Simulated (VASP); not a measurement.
# MgS: molecular dynamics with a thermostat

MgS, P6_3mc (no. 186), 8 atoms in the cell. PBE, molecular dynamics; PAW potentials S, Mg (PBE set).

Ensemble: Nose-Hoover; Target temperature (K): 1600.

## Input

INCAR:
```
GGA = PE
PREC = Normal
ENCUT = 260
EDIFF = 1E-6
NELMIN = 4
NELM = 60
ALGO = Normal
LREAL = Auto
LASPH = T
ISMEAR = 0
SIGMA = 0.05
ISYM = 0
LWAVE = F
LCHARG = F
IBRION = 0
NSW = 60
POTIM = 2.0
TEBEG = 1600
ISIF = 2
RANDOM_SEED = 203775 0 0
MDALGO = 2
SMASS = 0
KPAR = 2
```

KPOINTS:
```
k-points
0
Gamma
  3 2 2
```

POSCAR:
```
MgS
1.0
    4.0346224068      0.0000000000      0.0000000000
    0.0000000000      6.9881709980      0.0000000000
    0.0000000000      0.0000000000      6.4322941800
S Mg
4 4
Direct
    0.5000000000      0.1666666666      0.8792441500
    0.0000000001      0.6666666666      0.8792441500
    0.0000000000      0.3333333334      0.3792441500
    0.5000000000      0.8333333334      0.3792441500
    0.0000000000      0.3333333334      0.9957548500
    0.5000000000      0.8333333334      0.9957548500
    0.5000000000      0.1666666666      0.4957548500
    0.0000000001      0.6666666666      0.4957548500
```

Commands:
```
cat potpaw_PBE.64/S/POTCAR potpaw_PBE.64/Mg/POTCAR > POTCAR
mpirun -np 2 vasp_std > vasp.out
```

## Result

- Mean temperature (K): 1539
- Rise of the mean potential energy above the start (meV/atom): 202.9
- Electronic steps per ionic step after the first: 4.7

Course of the run:

| Time (fs) | Temperature (K) | Potential energy less the first (meV/atom) |
|---|---|---|
| 2 | 1600 | 0.0 |
| 12 | 1104 | 58.7 |
| 20 | 494 | 139.1 |
| 30 | 533 | 160.6 |
| 38 | 1512 | 128.7 |
| 48 | 3764 | 118.1 |
| 56 | 3815 | 186.5 |
| 66 | 1642 | 300.9 |
| 74 | 982 | 312.2 |
| 84 | 867 | 287.6 |
| 92 | 772 | 290.4 |
| 102 | 941 | 287.7 |
| 110 | 1610 | 256.8 |
| 120 | 2153 | 278.7 |

REPORT:
```
MDALGO =   2
               SCALING =       0
                 CNEXP =     9.000   14.000
           RANDOM_SEED =            203775                0                0

   original number of atomic DOF:         21
   number of independent constraints:      0
   number of active DOF:                  21

========================================
         MD step No.       1
========================================

  Atomic velocities initialized by STEP_tb

  >Energies
                    E_tot             E_pot             E_kin               EPS                ES
   e_b>   -0.32438748E+02   -0.33886511E+02    0.14477632E+01    0.00000000E+00    0.00000000E+00

  >Temperature
               T_sim     T_inst
   tmprt>   1600.000   1600.047

  >Thermostat:
           s(n+1) sdot(n+1)      s(n)   sdot(n)        Qs
   s_b>   0.00000   0.00000   0.00000   0.00000   0.55644

           RANDOM_SEED =            203775               48                0

[... steps left out ...]

========================================
         MD step No.      60
========================================

  >Energies
                    E_tot             E_pot             E_kin               EPS                ES
   e_b>   -0.32443805E+02   -0.31656571E+02    0.19478926E+01    0.92646672E-01   -0.28277733E+01

  >Temperature
               T_sim     T_inst
   tmprt>   1600.000   2152.783

  >Thermostat:
           s(n+1) sdot(n+1)      s(n)   sdot(n)        Qs
   s_b>  -1.00265  -0.02394  -0.97663  -0.02810   0.55644

           RANDOM_SEED =            203775               48                0
```

OSZICAR:
```
N       E                     dE             d eps       ncg     rms          rms(c)
DAV:   1     0.108997307123E+03    0.10900E+03   -0.83996E+03   336   0.711E+02
DAV:   2    -0.254398006788E+02   -0.13444E+03   -0.13042E+03   474   0.160E+02
DAV:   3    -0.357705144913E+02   -0.10331E+02   -0.10307E+02   411   0.510E+01
DAV:   4    -0.359232400282E+02   -0.15273E+00   -0.15264E+00   386   0.765E+00
DAV:   5    -0.359265570399E+02   -0.33170E-02   -0.33166E-02   406   0.108E+00    0.876E+00
DAV:   6    -0.339924926992E+02    0.19341E+01   -0.47003E+00   366   0.855E+00    0.724E+00
DAV:   7    -0.338510533329E+02    0.14144E+00   -0.92129E-01   386   0.386E+00    0.477E+00
DAV:   8    -0.338853583958E+02   -0.34305E-01   -0.50226E-02   351   0.151E+00    0.101E+00
DAV:   9    -0.338843971271E+02    0.96127E-03   -0.29735E-03   396   0.272E-01    0.256E-01
DAV:  10    -0.338864421881E+02   -0.20451E-02   -0.26910E-03   341   0.298E-01    0.392E-02
DAV:  11    -0.338864993669E+02   -0.57179E-04   -0.10905E-04   396   0.512E-02    0.213E-02
DAV:  12    -0.338865095236E+02   -0.10157E-04   -0.19886E-05   366   0.207E-02    0.179E-02
[... left out ...]
[... last step whole ...]
       N       E                     dE             d eps       ncg     rms          rms(c)
DAV:   1    -0.316564789992E+02    0.12018E+00   -0.53620E-04   576   0.296E+00    0.382E-02
DAV:   2    -0.316565746912E+02   -0.95692E-04   -0.97001E-04   356   0.185E-01    0.389E-02
DAV:   3    -0.316565734959E+02    0.11953E-05   -0.13970E-05   406   0.257E-02    0.237E-02
DAV:   4    -0.316565720280E+02    0.14679E-05   -0.14887E-06   266   0.721E-03    0.192E-02
DAV:   5    -0.316565709437E+02    0.10843E-05   -0.50596E-06   371   0.115E-02    0.884E-03
DAV:   6    -0.316565710573E+02   -0.11359E-06   -0.81135E-07   238   0.508E-03
     60 T=  2153. E= -.32443805E+02 F= -.31656571E+02 E0= -.31656571E+02  EK= 0.19479E+01 SP= -.28E+01 SK= 0.93E-01
```

Limits: 120 fs of 8 atoms are too short for converged averages; the cell is only 4.0 Å across, so each atom moves in step with near copies of itself.

VASP 6.6.1 took 374 s on 2 cores (AMD EPYC 7R43 (Zen 3)), a shared host.
